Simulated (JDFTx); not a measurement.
Runs of JDFTx 1.7.0 (patched build) on Mo. It takes space group Im-3m (No. 229, cubic). Conventional cell: a = 3.168 Å, b = 3.168 Å, c = 3.168 Å, α = 90.00°, β = 90.00°, γ = 90.00°. Mo (site symmetry m-3m) has 8 Mo at 2.74 Å as nearest neighbours. 

```tsv
task	level	potentials or basis	cell	k mesh	further solve for the empty bands	mesh quality	gap on the mesh (eV)	pressure (GPa)	relaxed volume (Å³/atom)
relaxation of cell and atoms	r2SCAN	SG15-PBE-1.2 with smoothed tails	relaxed	6 × 6 × 6	no	coarse	none	0.0	15.55
relaxation of cell and atoms	SCAN	SG15-PBE-1.2 with smoothed tails	relaxed	6 × 6 × 6	no	coarse	none	0.0	15.49
relaxation of cell and atoms	PBE	SG15-PBE-1.2 with smoothed tails	relaxed	6 × 6 × 6	no	coarse	none	0.0	15.76
relaxation of cell and atoms	PBEsol	SG15-PBE-1.2 with smoothed tails	relaxed	6 × 6 × 6	no	coarse	none	0.0	(a)
```

Alike in all rows: no spin polarisation; cutoff (eV) 1088; smearing fermi-dirac 0.05 eV.

Q: Fill in the values left out.

A: (a) 15.33.

Caveats: all runs use coarse meshes; the potentials were made for another functional, which shifts forces and pressure (some runs).

A k mesh can miss the band edges, and the runs leave out spin-orbit coupling on Mo.

A gap of «none» marks a metal or a gap under the smearing width.
